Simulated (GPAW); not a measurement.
A run of GPAW 26.7.0 is set up as follows.

Contents of run.py:

```python
from ase.dft.bandgap import bandgap
from ase.io import read, write
from gpaw import GPAW, PW
from gpaw.response.df import DielectricFunction

atoms = read('Zn.xyz')

calc = GPAW(mode=PW(500),
            xc='PBE',
            kpts={'size': (9, 9, 5), 'gamma': True},
            occupations={'name': 'fermi-dirac', 'width': 0.05},
            nbands=21,
            convergence={'density': 1e-06},
            maxiter=150,
            txt='gpaw.txt')
atoms.calc = calc
energy = atoms.get_potential_energy()
calc.write('gs.gpw')
write('result.traj', atoms)
print(f'Energy: {energy:.6f} eV')
print('Fermi level:', round(calc.get_fermi_level(), 4), 'eV')
print(f'Gap: {bandgap(calc)[0]:.4f} eV, direct: {bandgap(calc, direct=True)[0]:.4f} eV')

dense = calc.fixed_density(kpts={'size': (18, 18, 9), 'gamma': True},
                           nbands=38, convergence={'bands': 32, 'eigenstates': 1e-7},
                           update_fermi_level=True, txt='dense.txt')
dense.write('dense.gpw', mode='all')

df = DielectricFunction('dense.gpw', frequencies={'type': 'nonlinear', 'domega0': 0.05, 'omega2': 10},
                        eta=0.1, ecut=50, nbands=32, rate='eta', txt='df.txt')
for direction in ['x', 'z']:
    df.get_dielectric_function(xc='RPA', direction=direction, filename=f'df_{direction}.csv')
```

Contents of Zn.xyz:

```xyz
2
Lattice="2.6339144954 0.0000000000 0.0000000000 -1.3169572477 2.2810368644 0.0000000000 0.0000000000 0.0000000000 4.8988836645" Properties=species:S:1:pos:R:3 pbc="T T T"
Zn     1.3169572478      0.7603456214      3.6741627484
Zn    -0.0000000001      1.5206912430      1.2247209161
```

Potentials or basis: GPAW PAW data sets (gpaw-data 1.2.1), pw.

Launch:

```sh
$ OMP_NUM_THREADS=1 python run.py
```

Q: Estimate the band gap on the k mesh.

A: None (metal or under the smearing width).

Dielectric function (mean over the directions given):
```tsv
energy (eV)	real part	imaginary part
0.77	-106.10	45.10
1.66	-35.49	63.80
2.66	-31.11	11.73
3.69	-16.91	4.09
4.51	-9.38	2.01
5.53	-5.50	1.04
6.55	-3.44	0.64
7.38	-2.03	0.77
8.43	-1.29	0.88
9.47	-0.89	0.98
10.26	-0.77	0.86
11.31	-0.62	0.77
12.30	-0.36	0.55
13.24	-0.12	0.53
14.22	0.02	0.50
15.26	0.14	0.46
16.21	0.20	0.47
17.36	0.28	0.51
18.58	0.23	0.47
19.87	0.28	0.29
```

Caveat: the intraband term hangs on this k mesh; the long-wavelength limit can be off by several per cent where d states take part; independent-particle spectra lack excitons.
